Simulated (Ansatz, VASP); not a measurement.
## Ta3N in VASP and in Ansatz

Contents of INCAR:

```
SYSTEM = Ta3N
PREC = Accurate ; ENCUT = 520
EDIFF = 1E-6 ; ISMEAR = -1
SIGMA = 0.05 ; LREAL = .False.
LASPH = .True. ; NELM = 100
ALGO = Normal ; ISIF = 2
LWAVE = .False. ; LCHARG = .False.
LMAXMIX = 4 ; METAGGA = R2SCAN
LMIXTAU = .True. ; NBANDS = 27
```

The input KPOINTS:

```
Automatic mesh
0
Gamma
  7 7 3
  0 0 0
```

File POSCAR:

```
Ta3N
1.0
    3.0322239879      0.0000000000      0.0000000000
   -1.5161119940      2.6259830035      0.0000000000
    0.0000000000      0.0000000000      7.5241370000
Ta N
3 1
Direct
    0.6666666667      0.3333333333      0.8260700000
    0.3333333333      0.6666666667      0.1739300000
    0.0000000000      0.0000000000      0.5000000000
    0.0000000000      0.0000000000      0.0000000000
```

The input KPOINTS_OPT:

```
path GMKGALHA,LM,KH
20
line-mode
reciprocal
 0.0000000000  0.0000000000  0.0000000000  G
 0.5000000000  0.0000000000  0.0000000000  M

 0.5000000000  0.0000000000  0.0000000000  M
 0.3333333333  0.3333333333  0.0000000000  K

 0.3333333333  0.3333333333  0.0000000000  K
 0.0000000000  0.0000000000  0.0000000000  G

 0.0000000000  0.0000000000  0.0000000000  G
 0.0000000000  0.0000000000  0.5000000000  A

 0.0000000000  0.0000000000  0.5000000000  A
 0.5000000000  0.0000000000  0.5000000000  L

 0.5000000000  0.0000000000  0.5000000000  L
 0.3333333333  0.3333333333  0.5000000000  H

 0.3333333333  0.3333333333  0.5000000000  H
 0.0000000000  0.0000000000  0.5000000000  A

 0.5000000000  0.0000000000  0.5000000000  L
 0.5000000000  0.0000000000  0.0000000000  M

 0.3333333333  0.3333333333  0.0000000000  K
 0.3333333333  0.3333333333  0.5000000000  H
```

input.yaml

```yaml
crystal:
  lattice:
    - [3.0322239879, 0.0, 0.0]
    - [-1.516111994, 2.6259830035, 0.0]
    - [0.0, 0.0, 7.524137]
  atoms:
    - { symbol: Ta, position: [0.6666666667, 0.3333333333, 0.82607] }
    - { symbol: Ta, position: [0.3333333333, 0.6666666667, 0.17393] }
    - { symbol: Ta, position: [0.0, 0.0, 0.5] }
    - { symbol: "N", position: [0.0, 0.0, 0.0] }
hamiltonian:
  xc: r2scan
  pseudopotentials: { kind: paw }
kpoints:
  mp_grid: { grid: [7, 7, 3] }
  band_path:
    path:
      - [[0.0, 0.0, 0.0], [0.5, 0.0, 0.0], [0.3333333333, 0.3333333333, 0.0], [0.0, 0.0, 0.0], [0.0, 0.0, 0.5], [0.5, 0.0, 0.5], [0.3333333333, 0.3333333333, 0.5], [0.0, 0.0, 0.5]]
      - [[0.5, 0.0, 0.5], [0.5, 0.0, 0.0]]
      - [[0.3333333333, 0.3333333333, 0.0], [0.3333333333, 0.3333333333, 0.5]]
    npoints: 14
scf:
  occupations: { method: fermi_dirac, width: 0.05 }
  n_extra_bands: 10
output:
  forces: true
  stress: true
  eigenvalues: true
  fatbands: false
```

The cell comes from a database or a generator and needn't be the stable form of this composition.

Alike in both runs: task band structure; functional r2SCAN; k mesh 7 × 7 × 3; occupations fermi-dirac, width 0.05 eV; no spin polarisation.

|  | VASP | Ansatz |
| --- | --- | --- |
| version | VASP 6.6.1 | Ansatz 0.2.0 |
| potentials or method | VASP PAW PBE potentials, release 64 (Ta_pv, N) | Ansatz PAW |
| plane-wave cutoff (eV) | 520 | 500 |
| valence electrons in the cell | 38 | 44 |

VASP gave:

| Property | Result |
| --- | --- |
| gap on the k mesh at the Fermi level (eV) | none |
| pressure (GPa) | -3.0 |
| largest component of the traceless stress (GPa) | 2.33 |
| rms of the force components (eV/Å) | 0.065 |

Which values does Ansatz return?

gap on the k mesh at the Fermi level (eV): none; pressure (GPa): -3.9; largest component of the traceless stress (GPa): 2.33; rms of the force components (eV/Å): 0.093.

Atom by atom the forces differ by 0.028 eV/Å (rms over components). A gap of «none» marks a metal or a gap that the smearing closes. The functional is the same, so the differences come from potentials, cutoffs and numerics. The two sets of potentials don't hold the same shells in valence.

Caveats: spin-orbit coupling is left out, which moves the levels of the heavy elements; the PAW data sets were made with another functional, which shifts forces and pressure a little (VASP); the PAW data sets come from PBE, with cores solved anew for the run's functional, which leaves a small shift of forces and pressure (Ansatz).
